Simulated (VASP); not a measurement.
# Co (P6_3/mmc) in VASP: further runs

The runs below take Co through single point, with PBE, PBEsol.

All numbers are computed with VASP 6.6.1; they aren't measurements. Logs are shortened: lines on timing, memory, paths and dates and some standing lists are left out, and cuts for length are marked.

## Step 1: The crystal as given

The structure is hexagonal, space group P6_3/mmc (No. 194). Conventional cell: a = 2.472 Å, b = 2.472 Å, c = 4.021 Å, α = 90.00°, β = 90.00°, γ = 120.00°. Co (site symmetry -6m2) has 12 Co at 2.47 Å as nearest neighbours.

## Step 2: Single point, PBE, collinear spin, ferromagnetic start (grid = ENCUT=400 dk=0.27 cell=2x2x1 ISMEAR=1 SIGMA=0.1 LREAL=Auto EDIFF=1e-06)

Contents of INCAR:

```
PREC     = Accurate       # precision mode
ENCUT    = 400            # plane-wave cutoff, eV
EDIFF    = 1E-6           # SCF threshold, eV
ISMEAR   = 1              # smearing method
SIGMA    = 0.1            # smearing width, eV
LREAL    = Auto         
LASPH    = T              # aspherical terms in the spheres
NELM     = 120            # most SCF steps
ALGO     = Fast           # electronic algorithm
ISIF     = 2              # what is computed and relaxed
LWAVE    = F              # write WAVECAR
LCHARG   = F              # write CHGCAR
ISPIN    = 2              # spin polarisation
MAGMOM   = 2 2 2 2 2 2 2  # initial moments
LORBIT   = 11             # projections on sites
LMAXMIX  = 4              # l up to which the mixer works
GGA      = PE             # functional
NBANDS   = 40             # bands
```

Contents of KPOINTS:

```
Automatic mesh
0
Gamma
  6 6 6
```

Contents of POSCAR:

```
Co
1.0
    4.9439998064      0.0000000000      0.0000000000
   -2.4719999032      4.2816294286      0.0000000000
    0.0000000000      0.0000000000      4.0211440800
Co
7
Direct
    0.3333333334      0.6666666666      0.7500000000
    0.8333333333      0.1666666666      0.7500000000
    0.8333333333      0.6666666666      0.7500000000
    0.1666666666      0.3333333334      0.2500000000
    0.1666666666      0.8333333333      0.2500000000
    0.6666666666      0.3333333334      0.2500000000
    0.6666666666      0.8333333333      0.2500000000
```

Potentials or basis: VASP PAW PBE potentials, release 64 (Co).

Command:

```console
$ cat potpaw_PBE.64/Co/POTCAR > POTCAR
$ mpirun -np 1 vasp_std > vasp.out
```

OUTCAR:

```text
PREC = Accurate
   ENCUT = 400
   EDIFF = 1E-6
   ISMEAR = 1
   LREAL = Auto
   LASPH = T
   NELM = 120
   ISIF = 2
   ISPIN = 2
   LORBIT = 11
   GGA = PE

 Found     28 irreducible k-points:

 Following reciprocal coordinates:
            Coordinates               Weight
  0.000000  0.000000  0.000000      1.000000
  0.166667  0.000000  0.000000      6.000000
  0.333333  0.000000  0.000000      6.000000
  0.500000  0.000000  0.000000      3.000000
  0.166667  0.166667  0.000000      6.000000
  0.333333  0.166667  0.000000     12.000000
   k-points           NKPTS =     28   k-points in BZ     NKDIM =     28   number of bands    NBANDS=     40
   number of dos      NEDOS =    301   number of ions     NIONS =      7
   total plane-waves  NPLWV =  28672
   dimension x,y,z NGX =    32 NGY =   32 NGZ =   28
   dimension x,y,z NGXF=    64 NGYF=   64 NGZF=   56
   ions per type =               7
   NGX,Y,Z   is equivalent  to a cutoff of  10.76, 10.76, 11.58 a.u.
   NGXF,Y,Z  is equivalent  to a cutoff of  21.52, 21.52, 23.15 a.u.
 SYSTEM =  unknown system
   PREC   = accura    normal or accurate (medium, high low for compatibility)
   ISTART =      0    job   : 0-new  1-cont  2-samecut
   ICHARG =      2    charge: 1-file 2-atom 10-const
   ISPIN  =      2    spin polarized calculation?
   LNONCOLLINEAR =      F non collinear calculations
   LSORBIT =      F    spin-orbit coupling
   LASPH  =      T    aspherical Exc in radial PAW
   ENCUT  =  400.0 eV  29.40 Ry    5.42 a.u.   8.06  8.06  6.56*2*pi/ulx,y,z
   NELM   =    120;   NELMIN=  2; NELMDL= -5     # of ELM steps
   EDIFF  = 0.1E-05   stopping-criterion for ELM
   LREAL  =      T    real-space projection
   EDIFFG = 0.1E-04   stopping-criterion for IOM
   NSW    =      0    number of steps for IOM
   IBRION =     -1    ionic relax: 0-MD 1-quasi-New 2-CG
   NFREE  =      0    steps in history (QN), initial steepest desc. (CG)
   ISIF   =      2    stress and relaxation
   ISYM   =      2    0-nonsym 1-usesym 2-fastsym
   POTIM  = 0.5000    time-step for ionic-motion
   TEBEG  =    0.0;   TEEND  =   0.0 temperature during run
   PSTRESS=    0.0 pullay stress
   NELECT =      63.0000    total number of electrons
   NUPDOWN=      -1.0000    fix difference up-down
   EMIN   =  10.00;   EMAX   =-10.00  energy-range for DOS
   EFERMI =   0.00;   METHOD = LEGACY
   ISMEAR =     1;   SIGMA  =   0.10  broadening in eV -4-tet -1-fermi 0-gaus
   EFERMI_NEDOS =   21; number of points for ismear=-14 and -15
   IALGO  =     68    algorithm
   IMIX   =      4    mixing-type and parameters
     AMIX     =   0.40;   BMIX     =  1.00
     AMIX_MAG =   1.60;   BMIX_MAG =  1.00
  volume/ion in A,a.u.               =      12.16        82.06
  Fermi-wavevector in a.u.,A,eV,Ry     =   1.480844  2.798389 29.836200  2.192899
  Thomas-Fermi vector in A             =   2.594828
   LORBIT       =     11    0 simple, 1 ext, 2 COOP (PROOUT), +10 PAW based schemes
   GGA     = PE    functional components
   LHFCALC =     F    Hartree Fock is set to
   AEXX    =    0.0000 exact exchange contribution
   IVDW    =     0    specifies the selected vdW correction
   LEPSILON=     F    determine dielectric tensor
[... 18 lines left out ...]
  energy without entropy =      -47.45143788  energy(sigma->0) =      -47.45014315

 E-fermi :   8.7308     XC(G=0): -12.6216

 val. band max:        8.7183799370   @ k =   0.3333   0.1667   0.0000
 cond. band min:       8.7355987934   @ k =   0.1667   0.1667   0.1667
 fundamental gap:      0.0172188563
 Fermi energy:         8.7307873253

 spin component 1

 k-point     1 :       0.0000    0.0000    0.0000
  band No.  band energies     occupation
      1       0.3520      1.00000
      2       3.6857      1.00000
      3       3.9714      1.00000
      4       3.9714      1.00000
      5       4.1784      1.00000
      6       4.3458      1.00000
[... 247 lines left out ...]
     39      11.7470      0.00000
     40      12.6633      0.00000

 [... further k-points ...]

 spin component 2

 k-point     1 :       0.0000    0.0000    0.0000
  band No.  band energies     occupation
      1       0.3749      1.00000
      2       4.7625      1.00000
      3       5.0228      1.00000
      4       5.0228      1.00000
      5       5.3556      1.00000
      6       5.5557      1.00000
[... 247 lines left out ...]
     39      12.6977      0.00000
     40      13.3546      0.00000

 [... further k-points ...]

------------------------ aborting loop because EDIFF is reached ----------------------------------------

  FORCE on cell =-STRESS in cart. coord.  units (eV):
  Direction    XX          YY          ZZ          XY          YZ          ZX
  --------------------------------------------------------------------------------------
  -------------------------------------------------------------------------------------
  Total       -1.7876205     -1.7876205     -3.4949832     -0.0000000     -0.0000000      0.0000000
  in kB      -33.6471866    -33.6471866    -65.7837336     -0.0000000     -0.0000000      0.0000000
  external PRESSURE =     -44.3593689 kB  Pullay stress =       0.0000000 kB

 VOLUME and BASIS-vectors are now :
 -----------------------------------------------------------------------------
  energy-cutoff  :      400.00
  volume of cell :       85.12
      direct lattice vectors                 reciprocal lattice vectors
     4.943999806  0.000000000  0.000000000     0.202265380  0.116777972  0.000000000
    -2.471999903  4.281629429  0.000000000     0.000000000  0.233555943  0.000000000
     0.000000000  0.000000000  4.021144080     0.000000000  0.000000000  0.248685444

 POSITION                                       TOTAL-FORCE (eV/Angst)
 -----------------------------------------------------------------------------------
      0.00000      2.85442      3.01586        -0.219521     -0.126741     -0.000000
      3.70800      0.71360      3.01586        -0.000000      0.253481      0.000000
      2.47200      2.85442      3.01586         0.219521     -0.126741      0.000000
     -0.00000      1.42721      1.00529         0.484316     -0.279620      0.000000
     -1.23600      3.56802      1.00529        -0.000000      0.559240      0.000000
      2.47200      1.42721      1.00529        -0.484316     -0.279620      0.000000
      1.23600      3.56802      1.00529        -0.000000      0.000000      0.000000
 -----------------------------------------------------------------------------------
    total drift:                                0.000000     -0.000000     -0.000000

  FREE ENERGIE OF THE ION-ELECTRON SYSTEM (eV)
  ---------------------------------------------------
  free  energy   TOTEN  =       -47.4494957846 eV

  energy  without entropy=      -47.4514378777  energy(sigma->0) =      -47.45014315

 total charge

# of ion       s       p       d       tot
------------------------------------------
    1        0.485   0.464   7.236   8.185
    2        0.485   0.464   7.236   8.185
    3        0.485   0.464   7.236   8.185
    4        0.488   0.458   7.242   8.188
    5        0.488   0.458   7.242   8.188
    6        0.488   0.458   7.242   8.188
    7        0.510   0.548   7.278   8.336
--------------------------------------------------
tot          3.430   3.314  50.712  57.456

 magnetization (x)

# of ion       s       p       d       tot
------------------------------------------
    1       -0.012  -0.046   1.794   1.736
    2       -0.012  -0.046   1.794   1.736
    3       -0.012  -0.046   1.794   1.736
    4       -0.013  -0.044   1.753   1.696
    5       -0.013  -0.044   1.753   1.696
    6       -0.013  -0.044   1.753   1.696
    7       -0.015  -0.065   1.553   1.473
--------------------------------------------------
tot         -0.092  -0.334  12.196  11.769
```

OSZICAR:

```text
N       E                     dE             d eps       ncg     rms          rms(c)
DAV:   1     0.417024620034E+03    0.41702E+03   -0.23406E+04  4480   0.173E+03
DAV:   2    -0.181770933233E+02   -0.43520E+03   -0.41859E+03  4488   0.371E+02
DAV:   3    -0.524848469690E+02   -0.34308E+02   -0.30685E+02  5112   0.134E+02
DAV:   4    -0.540877789141E+02   -0.16029E+01   -0.15582E+01  5192   0.301E+01
[... 10 lines left out ...]
RMM:  15    -0.474494719334E+02   -0.15208E-04   -0.73294E-04  5400   0.158E-01    0.579E-02
RMM:  16    -0.474494951010E+02   -0.23168E-04   -0.22620E-04  6042   0.708E-02    0.299E-02
RMM:  17    -0.474494973042E+02   -0.22032E-05   -0.37370E-05  5591   0.290E-02    0.199E-02
RMM:  18    -0.474494956259E+02    0.16783E-05   -0.10916E-05  4573   0.188E-02    0.649E-03
RMM:  19    -0.474494957846E+02   -0.15879E-06   -0.28431E-06  2920   0.912E-03
   1 F= -.47449496E+02 E0= -.47450143E+02  d E =0.194209E-02  mag=    11.6110
```

Run time: 2.3 min. Hardware: 1 thread of Intel Xeon 6975P-C (Granite Rapids), shared host; peak memory 0.24 GiB.

These settings aren't checked as converged: the numbers below hold their error.

Results:

| Property | Result |
| --- | --- |
| Free energy | -47.4495 eV |
| Pressure | -4.4 GPa |
| Largest force | 0.559 eV/Å |
| Band gap on the k mesh | none (metal or under the smearing width) |
| Net moment | 11.61 μB per cell |
| Site moments | Co +1.74, +1.70, +1.47 μB |
| Valence electrons inside the program's atomic spheres | Co 8.19, 8.34 |

## Step 3: Single point, PBE, collinear spin, ferromagnetic start (grid = ENCUT=650 dk=0.35 cell=2x2x1 ISMEAR=1 SIGMA=0.1 LREAL=Auto EDIFF=1e-06)

Changes to INCAR since step 2:

```diff
@@ -1,3 +1,3 @@
 PREC     = Accurate       # precision mode
-ENCUT    = 400            # plane-wave cutoff, eV
+ENCUT    = 650            # plane-wave cutoff, eV
 EDIFF    = 1E-6           # SCF threshold, eV
```

Contents of KPOINTS:

```
Automatic mesh
0
Gamma
  5 5 5
```

POSCAR is that of step 2.

Potentials or basis: VASP PAW PBE potentials, release 64 (Co).

Command:

```console
$ cat potpaw_PBE.64/Co/POTCAR > POTCAR
$ mpirun -np 1 vasp_std > vasp.out
```

It took 3.4 min on 1 thread of Intel Xeon 6975P-C (Granite Rapids), shared host; peak memory 0.32 GiB.

The run converged, but some of its settings lie outside the range that counts as converged, so its numbers aren't taken as properties of the crystal.

What came out:

| Quantity | Value |
| --- | --- |
| Free energy | -47.4574 eV |
| Pressure | -3.3 GPa |
| Largest force | 0.528 eV/Å |
| Band gap on the k mesh | none (metal or under the smearing width) |
| Net moment | 11.95 μB per cell |
| Site moments | Co +1.78, +1.74, +1.53 μB |
| Valence electrons inside the program's atomic spheres | Co 8.19, 8.34 |

## Step 4: Single point, PBEsol, collinear spin, ferromagnetic start

This run uses another cell than the first one: it holds 2 atoms, not 7.

Contents of INCAR:

```
  PREC = Accurate
  ENCUT = 500
  EDIFF = 1E-6
  ISMEAR = 0
  SIGMA = 0.1
  LREAL = False
  LASPH = True
  NELM = 100
  ALGO = Normal
  ISIF = 2
  LWAVE = False
  LCHARG = False
  ISPIN = 2
  MAGMOM = 2 2
  LORBIT = 11
  LMAXMIX = 4
  GGA = PS
  NBANDS = 20
```

Contents of KPOINTS:

```
Automatic mesh
0
Gamma
  12 12 7
```

Contents of POSCAR:

```
Co
1.0
    2.4719999032      0.0000000000      0.0000000000
   -1.2359999516      2.1408147143      0.0000000000
    0.0000000000      0.0000000000      4.0211440800
Co
2
Direct
    0.6666666667      0.3333333333      0.7500000000
    0.3333333333      0.6666666667      0.2500000000
```

Command:

```console
$ cat potpaw_PBE.64/Co/POTCAR > POTCAR
$ mpirun -np 1 vasp_std > vasp.out
```

Run time: 62 s. Hardware: 1 thread of AMD EPYC 7R43 (Zen 3), shared host; peak memory 0.13 GiB.

Results (log left out):

* Free energy: -15.4583 eV
* Pressure: -6.6 GPa
* Band gap on the k mesh: none (metal or under the smearing width)
* Net moment: 3.19 μB per cell
* Site moments: Co +1.60 μB
* Valence electrons inside the program's atomic spheres: Co 8.31

Stress tensor (GPa, compression positive):
```
-5.61  0.00  0.00
 0.00 -5.61  0.00
 0.00  0.00 -8.51
```

Levels at points of the mesh, in eV from the Fermi level:
Spin up:
```csv
k point,band 8,band 9,band 10,band 11,band 12,band 13,band 14,band 15
"(0.00, 0.00, 0.00)",-1.89,-1.89,-0.77,-0.77,-0.21,6.42,22.16,24.96
"(0.50, 0.00, 0.00)",-0.61,-0.54,-0.46,1.36,3.42,9.76,10.43,12.86
```
Spin down:
| k point | band 4 | band 5 | band 6 | band 7 | band 8 | band 9 | band 10 | band 11 |
| --- | --- | --- | --- | --- | --- | --- | --- | --- |
| (0.00, 0.00, 0.00) | -0.99 | -0.99 | -0.62 | -0.62 | -0.19 | -0.16 | -0.16 | 1.07 |
| (0.50, 0.00, 0.00) | -1.85 | -1.13 | -1.08 | -0.66 | 1.23 | 1.33 | 1.39 | 2.61 |

Caveat: the PAW data sets were made with another functional, which shifts forces and pressure a little.

## Step 5: For comparison

An earlier run on the cell as given: functional PBE; potentials or basis VASP PAW PBE potentials, release 64 (Co); cutoff 520 eV; k mesh 12 × 12 × 7; occupations fermi-dirac, width 0.05 eV; collinear spin, ferromagnetic start; starting moments [2.0, 2.0] μB.

- Pressure: 3.9 GPa
- Band gap on the k mesh: none (metal or under the smearing width)
- Net moment: 3.19 μB per cell
- Site moments: Co +1.61 μB
- Valence electrons inside the program's atomic spheres: Co 8.31
